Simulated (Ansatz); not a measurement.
**MgO under changes of volume**

One of the cells (10.016 Å³/atom); the others are scaled copies at fixed shape and fractional positions:

```
CELL_PARAMETERS angstrom
2.93802 0.00000 0.00000
-1.46901 2.54440 0.00000
0.00000 0.00000 2.67968
ATOMIC_POSITIONS crystal
Mg 0.00000 0.00000 0.00000
O 0.33333 0.66667 0.50000
```

Measurements of this composition are mostly on another form, of space group No. 225.

- Program: Ansatz 0.2.0
- Functional: PBE
- Potentials or basis: Ansatz PAW
- Cutoff: 420 eV (not typed: the program's choice for these potentials)
- k mesh: 10 × 10 × 10
- Occupations: fermi-dirac, width 0.05 eV
- Spin: no spin polarisation

```csv
volume (Å³/atom),energy over the lowest point (meV/atom),pressure (GPa),gap on the mesh (eV)
9.415,17.12,9.7,3.50
9.615,7.29,6.1,3.34
9.816,1.73,2.9,3.18
10.016,0.00,0.0,3.03
10.216,1.68,-2.6,2.88
10.417,6.50,-5.0,2.74
10.617,?,?,?
```

**Question.** What does the run at 10.617 Å³/atom give?

**Answer.** Energy over the lowest point 14.16 meV/atom; pressure -7.2 GPa; gap on the mesh 2.61 eV.

Worked out: A Birch-Murnaghan fit of order 3 (a polynomial in V^(-2/3)) to the other rows has its minimum at 10.01 Å³/atom with B0 = V·E''(V) = 137 GPa and B' = 4.4 at fixed shape and positions, which overstates the stiffness. It gives 14.05 meV/atom at 10.617 Å³/atom, against the run's 14.16, and -dE/dV = -7.1 GPa, against -7.2. A straight line through the other rows of the gap, of slope -7.53 eV per unit of ln V, extrapolates to 2.59 eV, against the run's 2.61.

Energies are extrapolated to zero smearing.

A mesh can miss the band edges.
